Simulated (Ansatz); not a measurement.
# In: one crystal by all-electron and frozen-core methods, part 2 of 2

The same cell of In is computed with all-electron LAPW, PAW on the default files and all-electron PAW on datasets made for the crystal, to set the results side by side.

Ansatz 0.2.0; DFT PBE; a Materials Project cell. «Crystal datasets» are all-electron PAW datasets made for this crystal.

### 3 PAW on the default files

Contents of input.yaml:

```yaml
crystal:
  lattice:
    - [1.6696368166, 0.9639652655, 8.20746325]
    - [-1.6696368166, 0.9639652655, 8.20746325]
    - [0.0, -1.927930531, 8.20746325]
  atoms:
    - { symbol: In, position: [0.0, 0.0, 0.0] }
    - { symbol: In, position: [0.77801224, 0.77801224, 0.77801224] }
    - { symbol: In, position: [0.22198776, 0.22198776, 0.22198776] }
kpoints:
  mp_grid: { grid: [14, 14, 14] }
  band_path:
    path:
      - [0.0, 0.0, 0.0]
      - [0.5, 0.5, 0.5]
      - [0.824137023, 0.175862977, 0.5]
      - [0.5, -0.175862977, 0.175862977]
      - [0.5, 0.0, 0.0]
      - [0.0, 0.0, 0.0]
      - [0.3379314885, -0.3379314885, 0.0]
      - [0.6620685115, 0.0, 0.3379314885]
      - [0.5, 0.0, 0.5]
    npoints: 14
scf:
  occupations: { method: fermi_dirac, width: 0.05 }
hamiltonian:
  xc: pbe
  pseudopotentials: { kind: paw }
output:
  forces: true
  stress: true
  eigenvalues: true
  efg: { contact_densities: true }
  populations: true
  bader: true
  dos: { projected: true, de: 0.2, e_range: [-14, 8] }
  write_density: true
  write_potential: true
  elf: true
  volumetric_format: npy
```

On the command line:

```console
$ ansatz run input.yaml --threads 1 --pin off --max-ram 6144MiB --backend cpu --events-out ev --progress --plain --runs-dir out
```

The program printed:

```text
basis.fft_grid_basis auto: the FFT boxes are laid along the combinations [[1, -1, 0], [0, 1, 0], [0, -1, 1]] of the cell's own vectors, 3.339, 8.431 and 3.339 Å long. The dense box has 24×60×24 points. Along the cell's own vectors, as sized, it would have 60×60×60, 6.25 times as many. Of the 12 symmetry operations that the crystal satisfies within crystal.symmetry.tolerance (time reversal apart; of a slab, those that keep its plane) the dense box along the cell's own vectors carries 12, and the one as laid loses 8 of those. basis.fft_grid_basis: typed keeps the cell's own vectors: state it where this run's energies or levels are differenced outside the engine with another run's, or held beside a run that keeps those vectors. Those combinations have planes normal to reciprocal vector 3, as the cell's own vectors have. Each planar average written beside output.write_density, output.write_potential has a row for each plane of the box: 24. The volumetric files lie along those combinations, not along the cell's own vectors: a cube or XSF file states them, and fields.json those of NumPy files.
In: output.efg is read without spin–orbit coupling, which moves field gradients at and beside such atoms by some per cent and up to a factor of two; PAW files take it under magnetization.noncollinear and magnetization.spin_orbit
Engine: ansatz 0.2.0
Pseudopotentials: kind: paw
Pseudopotential: In, paw, valence charge 13, recommended cutoff 420 eV (normal)
Functional definition: PBE
  parameter kappa = 0.804
  parameter beta = 0.06672455060314922
  exchange = pbe_x(kappa = kappa, mu = beta*pi^2/3)
  correlation = pbe_c(beta = beta)
Crystal: 3 atoms, lattice volume = 79.258 Å³
Basis set: ecut = 420 eV, 1569 PW (Γ), FFT grids on a1−a2, a2, −a2+a3, exchange–correlation on 48×120×48 points (8 copies of the dense FFT grid, shifted against one another)
Bands: 24, of which v1, the nominal top of the filled ones, is band 20 counted from 1 (19 counted from 0)
Symmetry: 12 space group operations
Space group: R-3m (ITA 166), of the structure as read, at distance tolerance 4.3e-5 Å
k-points: 288 of 2744
Non-local potential: In, projectors of the file, l = 0: 2, l = 1: 2, l = 2: 2, l = 3: 2
PAW form: soft (Blöchl's): semilocal exchange-correlation on the pseudo side does not see the compensation charge
PAW one-centre angular grid: In, 590 points (default); XC on 64 Gauss nodes
Initial density: superposition of atomic densities (neutral atoms: chi_scale 0, normalization atom), corrected by the library's trained network
Initial wavefunctions: pseudopotential atomic-orbital guess
Functional: x = pbe(κ = 0.804, μ = 0.2195149727645171), c = pbe(β = 0.06672455060314922)
SCF iter   1: F=—  HF=-16793.512280 eV  |F-HF|=—  |Δ(HF+E_count)|=         —  Δρ=1.21e-3  dr2=9.57e-4  ethr=1.77e-3  ⟨swp⟩=5.9  Hψ=30784  notcnv=0
preconditioner: auto → Kerker (q_TF=auto, 2.424 Å⁻¹)  [metal: Δε(μ)=0.004 eV  Ē_g=15.194 eV  σ=0.050 eV  W_gap=0.02  n_scr=24 (ndim 8)  ℏωp=26.0 eV  f_vac=0.000  D(μ)=1.57/eV (n_scr^D=4)]
SCF iter   2: F=—  HF=-16793.509403 eV  |F-HF|=—  |Δ(HF+E_count)|=   2.88e-3  Δρ=5.98e-4  dr2=4.27e-4  ethr=2.45e-6  ⟨swp⟩=2.0  Hψ=14921  notcnv=0  defer=1
SCF iter   3: F=—  HF=-16793.509406 eV  |F-HF|=—  |Δ(HF+E_count)|=   2.76e-6  Δρ=4.46e-4  dr2=1.07e-4  ethr=1.10e-6  ⟨swp⟩=2.1  Hψ=12308  notcnv=0  defer=1
SCF iter   4: F=—  HF=-16793.509397 eV  |F-HF|=—  |Δ(HF+E_count)|=   9.08e-6  Δρ=2.02e-4  dr2=2.10e-5  ethr=2.73e-7  ⟨swp⟩=1.0  Hψ=6824  notcnv=0  defer=1
SCF iter   5: F=—  HF=-16793.509387 eV  |F-HF|=—  |Δ(HF+E_count)|=   1.01e-5  Δρ=5.05e-5  dr2=1.16e-6  ethr=5.39e-8  ⟨swp⟩=2.0  Hψ=12415  notcnv=0  defer=1
SCF iter   6: F=—  HF=-16793.509386 eV  |F-HF|=—  |Δ(HF+E_count)|=   3.42e-7  Δρ=1.86e-5  dr2=1.60e-7  ethr=2.97e-9  ⟨swp⟩=2.6  Hψ=12553  notcnv=0  defer=1
SCF iter   7: F=-16793.509386 eV  HF=-16793.509386 eV  |F-HF|=7.64e-10  |Δ(HF+E_count)|=   7.67e-8  Δρ=1.29e-6  dr2=9.08e-10  ethr=2.56e-10  ⟨swp⟩=8.9  Hψ=45459  notcnv=0
SCF 1 converged in 7 iterations: F = -16793.509386 eV  dr2 = 9.08e-10
NSCF: frozen V_eff on 113 k-points
SCF converged after 7 iterations
Free energy (F): -16793.509386 eV
Harris-Foulkes:  -16793.509386 eV  (|F-HF|=7.64e-10)
Internal energy: -16793.496515 eV  (E = F + TS)
E sigma→0 (E₀):  -16793.502951 eV
Entropy (-TS):   -0.012871 eV (-4.290 meV/atom)
Fermi energy:    10.151671 eV
--- Per-component energies (eV) ---
  E_band       = -74.938164
  E_kinetic    = 723.883310
  E_local      = -3242.490397  (includes V_loc(G=0)·N_el)
  E_nonlocal   = 1098.179193
  E_hartree    = 1270.976749
  E_xc         = -648.113214
  E_vxc        = -300.067120  (∫ρ·V_xc dr)
  E_paw        = -12456.130026  (= ΣΔE_a)
  E_vpaw       = -896.398450  (= ΣTr[D̂ρ^β])
  E_aug_tail   = 0.000075  (compensation charges beyond the density's cutoff)
  E_ewald      = -3539.802205
  E_smearing   = -0.012871  (= −TS)
  E_closure    = -0.000000  (closes the sum)
  Σ components = -16793.509386   (vs F -16793.509386, Δ=0.00e0)
--- Forces (eV/Å), atoms counted from 1 ---
  atom   1  In     0.00000000     0.00000000     0.00000000
  atom   2  In     0.00000000    -0.00000000    -0.01702687
  atom   3  In     0.00000000     0.00000000     0.01702687
  max |Σ_I F_I| component: 0.00e0 eV/Å
--- Stress (GPa, compression-positive) ---
        1.624104       0.000000      -0.000000
       -0.000000       1.624104      -0.000000
       -0.000000      -0.000000       1.867776
  P = ⅓ Tr σ = 1.7053 GPa (17.053 kbar)
--- PAW observables at the nuclei: V_zz in 10²¹ V/m², potentials from the cell's mean, atoms counted from 1 ---
  atom   1  In V_zz =    +0.262502   η = 0.0000   by run symmetry: allowed
            electrostatic potential = -7940.222933 V   contact ρ = 1133082.354383 e/Å³
  atom   2  In V_zz =    -0.481950   η = 0.0000   by run symmetry: allowed
            electrostatic potential = -7940.224885 V   contact ρ = 1133080.731200 e/Å³
  atom   3  In V_zz =    -0.481950   η = 0.0000   by run symmetry: allowed
            electrostatic potential = -7940.224885 V   contact ρ = 1133080.731200 e/Å³
--- Band table (eV; the first three rows and the last of 288) ---
  k-point 0: bands = ["-4.5455", "-4.5436", "-4.5046", "-4.4970", "-4.4970", "-4.4761", "-4.4761", "-4.4636", "-4.4636", "-4.3690", "-4.3690", "-4.2400", "-4.2400", "-4.2305", "-4.2305", "0.6449", "3.0891", "3.1144", "10.6182", "10.6388", "18.8781", "18.8781", "18.9623", "18.9623"]
  k-point 1: bands = ["-4.5416", "-4.5406", "-4.5048", "-4.4991", "-4.4845", "-4.4696", "-4.4623", "-4.4616", "-4.4517", "-4.3747", "-4.3725", "-4.2535", "-4.2393", "-4.2353", "-4.2301", "0.7450", "3.0846", "3.3216", "10.4934", "10.9520", "17.4515", "18.0705", "18.2312", "18.6421"]
  k-point 2: bands = ["-4.5561", "-4.5409", "-4.5022", "-4.4862", "-4.4624", "-4.4541", "-4.4464", "-4.4248", "-4.4195", "-4.3863", "-4.3743", "-4.2789", "-4.2529", "-4.2381", "-4.2287", "1.0470", "3.2718", "3.7424", "10.5494", "11.4515", "15.2730", "16.1792", "17.2979", "17.7906"]
  k-point 287: bands = ["-4.5661", "-4.5160", "-4.5100", "-4.4967", "-4.4967", "-4.4769", "-4.4769", "-4.4671", "-4.4671", "-4.3306", "-4.3306", "-4.3096", "-4.3096", "-4.1952", "-4.1952", "1.2390", "1.2618", "5.7710", "6.7750", "15.9049", "15.9513", "18.4628", "18.4628", "19.8332"]
--- Löwdin populations: 3 sites ---
  site symbol       q [e]
     0     In     12.9742
     1     In     12.9842
     2     In     12.9842
  spilling = 0.001473 (of n_electrons = 39.000000)
--- Bader charges: 3 sites ---
  site symbol  charge [e]  shift [e]
     0     In      0.0067     0.0000
     1     In     -0.0033     0.0000
     2     In     -0.0033     0.0000
  estimated error of the sums over rays = 1.6e-5 e
```

Wall time 45 s (1 thread of AMD EPYC 7B13 (Zen 3), shared host); peak memory 0.72 GiB.

Read from it: pressure 1.71 GPa; no gap; largest force 0.017 eV/Å; Vzz In1 0.26 (η = 0.00), In2 -0.48 (η = 0.00) (10²¹ V/m²).

```csv
atom,Bader charge (e),basin volume (Å³)
In1,+0.01,26.42
In2,-0.00,26.42
```

The fields are shown in the conventional cell of this run's space group, carried over from its grid by interpolation.

Density in a lattice plane of the grid's cell (edges 3.34 and 24.62 Å, at 0.000 of the third edge), which holds In.

Ten even steps from '0' (0.05 e/Å³) to '9' (12.95 e/Å³):
```
000000
000000
000000
310001
100000
000000
000000
000000
000000
000000
000000
000000
000000
000000
100000
310001
000000
000000
000000
930003
```
Columns run along the first of these edges and rows up along the second, over one cell in 6 and 20 even steps from the bottom left corner. Atoms in the plane (fractional): In at (0.00, 0.00), In at (0.00, 0.78), In at (0.00, 0.22).

ELF in the same plane.

Ten even steps from '0' (0.00) to '9' (0.28):
```
898789
898989
889998
398889
799899
899899
798989
469996
898989
358985
898989
469996
798989
899899
799899
398889
889998
898989
898789
038983
```
Columns run along the first of these edges and rows up along the second, over one cell in 6 and 20 even steps from the bottom left corner. Atoms in the plane (fractional): In at (0.00, 0.00), In at (0.00, 0.78), In at (0.00, 0.22).

Both are smooth fields of the valence electrons: close to the nuclei they are not physical.

### 4 All-electron PAW on datasets made for the crystal

input.yaml, as its differences from that of step 3:

```diff
@@ -22,3 +22,3 @@
       - [0.5, 0.0, 0.5]
-    npoints: 14
+    npoints: 8
 scf:
@@ -27,3 +27,3 @@
   xc: pbe
-  pseudopotentials: { kind: paw }
+  pseudopotentials: { kind: all_electron, datasets: crystal }
 output:
@@ -33,8 +33 @@
   efg: { contact_densities: true }
-  populations: true
-  bader: true
-  dos: { projected: true, de: 0.2, e_range: [-14, 8] }
-  write_density: true
-  write_potential: true
-  elf: true
-  volumetric_format: npy
```

On the command line:

```console
$ ansatz run input.yaml --threads 1 --pin off --max-ram 6144MiB --backend cpu --events-out ev --progress --plain --runs-dir out
```

The program printed, shortened:

```text
[...]
band count auto-derived: 25 (N_el = 39.0; filled up to band 20; 24 by the electrons, moments and atoms)
In: output.efg is read without spin–orbit coupling, which moves field gradients at and beside such atoms by some per cent and up to a factor of two; PAW files take it under magnetization.noncollinear and magnetization.spin_orbit
[...]
[... 1 set-up line as earlier in the session ...]
Pseudopotential: In, paw, valence charge 13, recommended cutoff 240 eV (normal), Koelling and Harmon's equation, gaussian nucleus
[... 1 set-up line as earlier in the session ...]
[...]
Crystal: 3 atoms, lattice volume = 79.258 Å³
Basis set: ecut = 240 eV, 675 PW (Γ), FFT grids on a1−a3, a2−a3, a3, exchange–correlation on 36×36×90 points (8 copies of the dense FFT grid, shifted against one another)
Bands: 25, of which v1, the nominal top of the filled ones, is band 20 counted from 1 (19 counted from 0)
[...]
  atom   2  In     0.00000000    -0.00000000    -0.01699291
  atom   3  In     0.00000000     0.00000000     0.01699291
[...]
--- Stress (GPa, compression-positive) ---
        1.624931       0.000000      -0.000000
        0.000000       1.624931      -0.000000
       -0.000000      -0.000000       1.868119
  P = ⅓ Tr σ = 1.7060 GPa (17.060 kbar)
--- PAW observables at the nuclei: V_zz in 10²¹ V/m², potentials from the cell's mean, atoms counted from 1 ---
  atom   1  In V_zz =    +0.265498   η = 0.0000   by run symmetry: allowed
            electrostatic potential = -7940.174408 V   contact ρ = 1133023.424864 e/Å³
  atom   2  In V_zz =    -0.484443   η = 0.0000   by run symmetry: allowed
            electrostatic potential = -7940.177322 V   contact ρ = 1133021.803128 e/Å³
  atom   3  In V_zz =    -0.484443   η = 0.0000   by run symmetry: allowed
            electrostatic potential = -7940.177322 V   contact ρ = 1133021.803128 e/Å³
--- Band table (eV; the first three rows and the last of 288) ---
[... band rows left out ...]
[...]
```

Run time: 56 s. Hardware: 1 thread of AMD EPYC 7B13 (Zen 3), shared host; peak memory 1.2 GiB.

Read from it: pressure 1.71 GPa; no gap; largest force 0.017 eV/Å; Vzz In1 0.27 (η = 0.00), In2 -0.48 (η = 0.00) (10²¹ V/m²).

| atom | contact density (e/Å³) |
| --- | --- |
| In1 | 1133023 |
| In2 | 1133022 |

### 5 The methods compared

```
          method  pressure (GPa)  largest force (eV/Å)  Vzz In1 (10²¹ V/m²)  Vzz In2 (10²¹ V/m²)  SCF cycles, all passes
            LAPW            1.71                 0.017                    –                    –                       9
             PAW            1.71                 0.017                 0.26                -0.48                       7
crystal datasets            1.71                 0.017                 0.27                -0.48                       9
```

### 6 What came out

The summary covers parts 1 to 2.

| quantity | value |
| --- | --- |
| pressure | LAPW 1.71, PAW 1.71, crystal datasets 1.71 GPa |
| gap (LAPW) | none |
| largest force | LAPW 0.017, PAW 0.017, crystal datasets 0.017 eV/Å |
| Bader charges (PAW) | In1 +0.01, In2 -0.00 e |

**Reading.** The pressure of 1.7 GPa pushes the cell to expand, with the atoms held in place. With 63 electrons in the bands of a cell, and no spin, a band must be partly filled: it is a metal at this level. Within 0.3 eV of the Fermi level the largest projected share is In 5p (72 %). The projection holds only the free atom's occupied shells (In 5s, In 5p in this range). The field gradient at In2, the largest by crystal datasets, is -0.48 by PAW and -0.48 by crystal datasets (10²¹ V/m²), within 5 %. Spin–orbit coupling is left out, which moves gradients at and beside heavy atoms by some per cent and at worst by a factor of two. PAW lies less than 0.01 GPa from LAPW in pressure. LAPW took about 3 times as long as PAW (2.3 min against 45 s, on a shared host and with the outputs that each input asks for).
